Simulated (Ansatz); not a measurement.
MnS:

```xyz
2
Lattice="0.0000 2.6045 2.6045 2.6045 0.0000 2.6045 2.6045 2.6045 0.0000" Properties=species:S:1:pos:R:3 pbc="T T T"
Mn    0.0000    0.0000    0.0000
S     2.6045    2.6045    2.6045
```

```yaml
Program: Ansatz 0.2.0
Task: relaxation of cell and atoms
Functional: BLYP
Dispersion: D4
Potentials_or_basis: Ansatz PAW
Cutoff: "420 eV (not typed: the program's choice for these potentials)"
k_mesh: 9 × 9 × 9
Occupations: fermi-dirac, width 0.05 eV
Spin: collinear spin, ferromagnetic start
Starting_moments: "[4.0, 0.0] μB"
```

At the start: volume 17.67 Å³/atom.

Where does the relaxation end?

It ends after 6 steps and the volume is 15.36 Å³/atom (-13.1 %); space group Fm-3m (No. 225, to 0.05 Å); moment 4.02 μB per cell.

Step by step:
| step | energy change (eV) | largest force (eV/Å) | volume (Å³) |
| --- | --- | --- | --- |
| 1 | 0.0000 | 0.0000 | 35.33 |
| 2 | -0.0546 | 0.0000 | 33.27 |
| 3 | -0.0806 | 0.0000 | 30.91 |
| 4 | -0.0808 | 0.0000 | 30.59 |
| 5 | -0.0809 | 0.0000 | 30.72 |
| 6 | -0.0801 | 0.0000 | 30.72 |

Final structure:
```
Mn S
1.0
     0.00000    2.48565    2.48565
     2.48565    0.00000    2.48565
     2.48565    2.48565    0.00000
Mn S
1 1
Direct
  0.00000 0.00000 0.00000
  0.50000 0.50000 0.50000
```

Caveat: the plane-wave basis is chosen anew once the cell has moved, so the energies of steps on either side of that aren't comparable; the volume moved by -13 % from the deposited cell, more than functionals usually miss; a cell with one magnetic atom can't hold antiferromagnetic order, which such compounds often take; pairwise dispersion overbinds metals, which lowers pressure and volume; the PAW data sets come from PBE, with cores solved anew for the run's functional, which leaves a small shift of forces and pressure.
